Take a crystal of anatase, choose a plane between two layers of atoms, and move the two halves apart without letting any atom adjust. The plane here is (001), and both faces that appear end in oxygen. The opening is the distance by which the halves have moved from their normal positions; a negative value means that they are pressed together. The undisturbed crystal has space group I4_1/amd; every other row has the lower symmetry Pmma. The separation energy is the cost per area of the cut, and the traction is its slope, the pull per area needed to hold the halves there.

Rigid separation of anatase TiO2 (a = 3.771, c = 9.546 Å) across (001), with one cut per 12-atom cell and no relaxation of the atoms. Computed with Ansatz 0.2.0 using PBEsol, plane-wave PAW, scalar-relativistic, without spin polarisation, with a 420 eV cutoff and a 7×7×3 k mesh. Energies are per area of the cut, relative to the undisturbed crystal.

```csv
opening (Å),separation energy (mJ/m²),traction (GPa (slope of the separation energy)),gap on mesh (eV)
-0.3,1530,-134.2,1.875
-0.15,281,-43.1,2.051
0,0,0.0,2.104
0.25,369,22.9,1.932
0.5,962,22.8,1.806
0.75,1464,17.1,1.737
1,1823,11.8,1.702
1.5,2223,5.1,1.675
2,2390,2.1,1.663
3,2486,0.3,1.657
4.5,2504,0.0,1.656
6,2506,0.0,1.656
```

**1. Which costs more, pressing the halves together by 0.3 Å or pulling them apart by as much?**

Pressing does, by a factor of about three, if the cost of opening is interpolated between its neighbouring rows. The Ti–O bonds that cross the plane stand upright and are 1.98 Å long, so they take up the whole displacement. Shortening them drives closed electron shells into each other, and the oxygen atoms of the two faces, only 2.46 Å apart, are squeezed together as well; such repulsion climbs steeply. Stretching them works against an attraction that fades with distance.

**2. Why does the energy level off, and is 2506 mJ/m² the surface energy of anatase?**

Once the crossing bonds are broken, further opening has almost nothing left to work against. By 2 Å, 95 % of the final energy has been spent. The cut makes two faces, so each accounts for half, about 1250 mJ/m². That is the energy of a frozen face; a real one lowers its energy by moving its atoms.

**3. At which opening must one pull hardest?**

Somewhere between the rows at 0.25 and 0.5 Å, although neither shows the maximum. Between them the energy rises by $962-369=593$ mJ/m² over 0.25 Å, a mean slope of 23.7 GPa. Both printed tractions are smaller, so the true peak lies between the two rows. At first each bit of stretch adds to the restoring force, as in a spring; later the bond weakens faster than the stretch grows.

**4. Can the law of a single stretched bond describe the whole cut?**

Two such bonds cross the plane in each cell, so it is natural to try the Morse curve of a diatomic molecule, scaled to the area:

$$E(x)=W\left(1-e^{-x/s}\right)^2$$

Here $x$ is the opening, $W$ the energy of full separation and $s$ a fitted range. Fitted to the undisturbed crystal and the opened rows, it gives $W=2501$ mJ/m² and $s=0.519$ Å. Both compressed rows were left out of the fit, because they probe repulsion instead of stretching. At −0.3 Å, $e^{0.3/0.519}=1.783$, so

$$E=2501\times(0.783)^2\approx 1530\ \text{mJ/m}^2,$$

which agrees with the table. So close a match is partly luck, since a change of 1 % in $s$ moves this value by some tens of mJ/m². The universal binding-energy curve, fitted to the same rows, is too soft here by about 195 mJ/m², as the output below shows.

The slope of the Morse curve is greatest where $e^{-x/s}=1/2$, at 0.36 Å, when the bonds are 18 % longer than normal. Its value there is $W/(2s)$, about 24 GPa, and the universal curve gives the same height at a slightly wider opening. A cut therefore resists more strongly if it costs more energy or if that energy is spent over a shorter distance. The good fit does not prove that the bonds act one by one. The energy still missing falls from 116 mJ/m² at 2 Å to 20 at 3 Å, a factor near 6, where the Morse curve gives nearly 7. The electrostatic attraction between two neutral, periodic layers of ions is expected to fade exponentially too, as $e^{-2\pi x/a}$, with a range $a/2\pi$ of about 0.6 Å, so the tail may well be ionic and $s$ need not belong to a single bond.

**5. Would a piece of anatase withstand 24 GPa?**

No. This is the pull needed to part a perfect plane everywhere at once. In a real piece, stress gathers at the tip of a crack or at a pore, and the bonds there break in turn under a far smaller average load.

**6. What would change if the atoms were free to move?**

Every row except the undisturbed crystal, which is already relaxed, would drop in energy. At small openings the drop should be a large share of the cost, because the stretch could spread over all the layers instead of staying in one gap. At wide openings the faces remain, and the stresses computed for the same cells show that they are under tension. At 6 Å each face tries to contract along one in-plane direction with nearly 9 N/m, while the stress along the other is slight. Anatase (001) is known to relieve such tension by rebuilding its surface in a larger pattern, which this small cell excludes. How much energy would be gained was not calculated.

**7. Why does the band gap shrink as the crystal opens?**

An oxygen atom at a new face has lost one of its three titanium neighbours. The positive charge of that neighbour helped to hold the oxygen 2p electrons down, so their levels should rise and narrow the gap. A titanium atom beneath the face has likewise lost one of its six oxygen neighbours, so its empty 3d levels should fall, which works the same way. This is an argument from electrostatics; no orbitals were examined to test it. It does not explain why the gap also falls under compression, and the table leaves that question open.

**8. Which digits can be trusted?**

From 4.5 to 6 Å the energy changes by less than 2 mJ/m² before rounding, so the opening is wide enough. That does not make the fourth digit true of nature: PBEsol lacks long-range dispersion, the PAW datasets were made for another functional, PBE, and the table does not test the cutoff, the k mesh or the thickness of crystal between one cut and the next. For a frozen cut, 2.5 J/m² is a sensible figure to quote, together with the functional and the settings. The gaps deserve more caution, since this functional makes them too small and the k mesh, with its odd numbers of points, can miss the true band edges.

Numerical output:

```
fit of separation_energy on 10 rows (opening >= 0): coefficient of (1-exp(-opening/s))**2 2501 +/- 2.1, s 0.5188; rms 4.44, worst 1.5 7.76, leave-one-out rms 5.1
  rows outside the fit (model, value, miss): -0.3 1533, 1530, 3.18; -0.15 281.1, 281, 0.13
fit of separation_energy on 10 rows (opening >= 0): coefficient of (1-(1+opening/s)*exp(-opening/s)) 2488 +/- 7.5, s 0.38; rms 16.1, worst 1.5 27.4, leave-one-out rms 19.8
  rows outside the fit (model, value, miss): -0.3 1335, 1530, -195; -0.15 253.3, 281, -27.7
Energy, slope and gap along the opening:
    row  energy share %  gap fall share %  mean slope from previous row GPa  Morse mJ/m2  universal form mJ/m2  Morse traction GPa
   -0.3           61.05             51.12                               n/a         1533                  1335              -134.6
  -0.15           11.21             11.83                            -83.27        281.1                 253.3              -43.16
    0.0               0                 0                            -18.73            0                     0                   0
   0.25           14.72             38.39                             14.76        365.7                 351.6               22.77
    0.5           38.39             66.52                             23.72        956.8                 942.4               22.75
   0.75           58.42             81.92                             20.08         1461                  1460               17.36
    1.0           72.75             89.73                             14.36         1826                  1838               11.98
    1.5           88.71             95.76                                 8         2231                  2250               5.053
    2.0           95.37             98.44                              3.34         2396                  2407               1.997
    3.0            99.2             99.78                              0.96         2485                  2480              0.2959
    4.5           99.92               100                              0.12         2500                  2488             0.01647
    6.0             100               100                           0.01333         2501                  2488            0.000914
Separation energy per face, unrelaxed (mJ/m2): 1253
Separation energy per crossing bond (eV): 1.112
Length of the crossing bond (angstrom): 1.982
Cost of closing by 0.3 over cost of opening by 0.3 (interpolated): 3.138
Morse peak traction (GPa): 24.1
Morse peak position (angstrom): 0.3596
Morse peak position as stretch of the crossing bond (%): 18.14
Universal form peak traction (GPa): 24.09
Gap fall from 0 to 6 angstrom (eV): 0.448
Gap fall on closing by 0.3 angstrom (eV): 0.229
Surface stress per face along y, tensile (N/m): 8.839
Surface stress per face along x, compressive (N/m): 0.3867
```
